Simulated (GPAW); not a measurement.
Records of electronic-structure calculations.

```
NaI (honeycomb monolayer): G0W0 with GPAW, start to end
1.0
     5.05731    0.00000    0.00000
    -2.52866    4.37976    0.00000
     0.00000    0.00000   11.40000
Na I
1 1
Direct
  0.33333 0.66667 0.49917
  0.66667 0.33333 0.50080
# method: DFT, LDA, plane waves, PAW (and 1 further level or step)
# program: GPAW 26.7.0
# settings: cutoff 450 eV, GPAW PAW setups 1.2.1 data release, 6×6×1 k-mesh, nbands 420
# cost: 3 runs, 5.9 min in all on 4 MPI ranks of Arm Neoverse V1, shared host
# notes: The structure was relaxed with LDA. Limits: no spin-orbit coupling.
# LDA gap: 4.07 eV, indirect
# G0W0 gap on the mesh: 7.47 eV
# GW settings: 6×6×1 mesh, 190 bands, screening to 48 eV, full frequency, Hilbert transform
# known limits: short of the basis limit; no spin-orbit coupling
```

[Long decimals in the printed logs are rounded to 6 places.]

[Logs are printed without paths, hosts, clocks, repeated set-up lines and the standing remarks that a program may print on its own settings, such as how far it seeks lower states.]

[Paths, hosts, dates, memory and timing lines, banners, echoed tables and standing remarks are left out of the program output; an Ansatz launch command may be rebuilt from the run's recorded settings. Measured values are a selection of at most five: reports struck by readers or far from the other reports are left out. None is set beside runs whose start may be inverted or whose files or cutoffs have a known fault.]

[Runs of the session that timed out or met a known fault of the program may be left out.]

[Hosts, paths, dates, database ids (printed as entryN), source tags and the programs' standing remarks are cut or masked in the printed files.]

[Where the starting crystal was built by hand or by swapping elements, it need not be the compound's stable phase.]
